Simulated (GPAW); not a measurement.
**PbS (Galena): equation of state with revPBE+D3**

PbS (Galena):

```
Pb S
1.0
     4.19420    0.00000    0.00000
     2.09710    3.63229    0.00000
     2.09710    1.21076    3.42455
Pb S
1 1
Direct
  0.00000 0.00000 0.00000
  0.50000 0.50000 0.50000
```

```yaml
Program: GPAW 26.7.0
Task: equation of state
Functional: revPBE
Dispersion: D3
Potentials_or_basis: the program's PAW data sets (release 1.2.1) made for this functional
Cutoff: 600 eV
Basis: pw
k_mesh: 6 × 6 × 6
Occupations: fermi-dirac, width 0.05 eV
Spin: no spin polarisation
Maxiter: 150
Eos_scales: "[0.94, 0.96, 0.98, 1.0, 1.02, 1.04, 1.06]"
```

```
Equilibrium volume                      : 27.05 Å³/atom
Bulk modulus                            : 47 GPa
Pressure derivative of the bulk modulus : 4.1 (rough: it moves with the points fitted)
```

Energy against volume, from the lowest point:
```
volume (Å³/atom)  energy (meV/atom)
          24.521              40.52
          25.042              24.64
          25.564              12.99
          26.086               5.23
          26.607               1.00
          27.129               0.00
          27.651               1.78
```

Run time: 45 s on 1 thread of AMD EPYC 9R14 (Zen 4), on a shared host, peak memory 0.27 GiB.

The run has no spin-orbit coupling, so splittings on Pb are missing. Zero-point motion and thermal expansion aren't in these numbers.
